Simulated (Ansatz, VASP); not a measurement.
Sr in VASP and in Ansatz

The input POSCAR:

```
Sr
1.0
    4.3100002207      0.0000000000      0.0000000000
   -2.1550001104      3.7325696814      0.0000000000
    0.0000000000      0.0000000000      7.0500000000
Sr
2
Direct
    0.3333333333      0.6666666667      0.2500000000
    0.6666666667      0.3333333333      0.7500000000
```

The input INCAR.step1:

```
SYSTEM = Sr
PREC     = Accurate       ! precision mode
ENCUT    = 520            ! plane-wave cutoff, eV
ISMEAR   = -1             ! smearing method
SIGMA    = 0.03           ! smearing width, eV
LREAL    = .False.        ! projectors in reciprocal space
LASPH    = .True.         ! aspherical terms in the spheres
NELM     = 100            ! most SCF steps
NBANDS   = 17             ! bands
GGA      = PE             ! functional
ALGO     = Normal         ! electronic algorithm
EDIFF    = 1E-4           ! SCF threshold, eV
LWAVE    = .True.         ! write WAVECAR
LCHARG   = .False.        ! write CHGCAR
```

The input INCAR.step2:

```
SYSTEM = Sr
PREC     = Accurate       ! precision mode
ENCUT    = 520            ! plane-wave cutoff, eV
EDIFF    = 1E-8           ! SCF threshold, eV
ISMEAR   = -1             ! smearing method
SIGMA    = 0.03           ! smearing width, eV
LREAL    = .False.        ! projectors in reciprocal space
LASPH    = .True.         ! aspherical terms in the spheres
NELM     = 100            ! most SCF steps
ALGO     = Normal         ! electronic algorithm
ISIF     = 2              ! what is computed and relaxed
LWAVE    = .False.        ! write WAVECAR
LCHARG   = .False.        ! write CHGCAR
METAGGA  = R2SCAN         ! meta-GGA
LMIXTAU  = .True.       
LEFG     = .True.       
NBANDS   = 17             ! bands
ISTART   = 1
```

The input KPOINTS:

```
regular mesh
0
Gamma
  9 9 5
  0 0 0
```

Input for Ansatz:

```yaml
crystal:
  lattice:
    - [4.3100002207, 0.0, 0.0]
    - [-2.1550001104, 3.7325696814, 0.0]
    - [0.0, 0.0, 7.05]
  atoms:
    - { symbol: Sr, position: [0.3333333333, 0.6666666667, 0.25] }
    - { symbol: Sr, position: [0.6666666667, 0.3333333333, 0.75] }
kpoints:
  mp_grid: { grid: [9, 9, 5] }
  band_path:
    path:
      - [0.0, 0.0, 0.0]
      - [0.5, 0.0, 0.0]
      - [0.3333333333, 0.3333333333, 0.0]
      - [0.0, 0.0, 0.0]
      - [0.0, 0.0, 0.5]
      - [0.5, 0.0, 0.5]
      - [0.3333333333, 0.3333333333, 0.5]
      - [0.0, 0.0, 0.5]
      - [0.5, 0.0, 0.5]
    npoints: 5
scf:
  occupations: { method: fermi_dirac, width: 0.03 }
hamiltonian:
  xc: r2scan
  pseudopotentials: { kind: paw }
output:
  forces: true
  stress: true
  eigenvalues: true
  efg: { contact_densities: true }
```

Alike in both runs: task electric field gradients; functional r2SCAN; k mesh 9 × 9 × 5; occupations fermi-dirac, width 0.03 eV; no spin polarisation.

|  | VASP | Ansatz |
| --- | --- | --- |
| version | VASP 6.6.1 | Ansatz 0.2.0 |
| potentials or method | VASP PAW PBE potentials, release 64 (Sr_sv) | PAW with Ansatz's default frozen-core files, scalar-relativistic |
| plane-wave cutoff (eV) | 520 | 500 |
| valence electrons in the cell | 20 | 20 |

```tsv
	VASP	Ansatz	Ansatz less VASP
pressure (GPa)	0.2	0.1	-0.02
largest component of the traceless stress (GPa)	0.20	0.20	-0.003
Vzz of the field gradient on the site that differs most (V/Å²)	-9.9	-9.9	-0.07
```

With one functional, cell and mesh, what is left measures potentials, basis and numerics. Ansatz warned: «gradients_without_spin_orbit».

Caveats: the PAW data sets were made with another functional, which shifts forces and pressure a little (VASP).
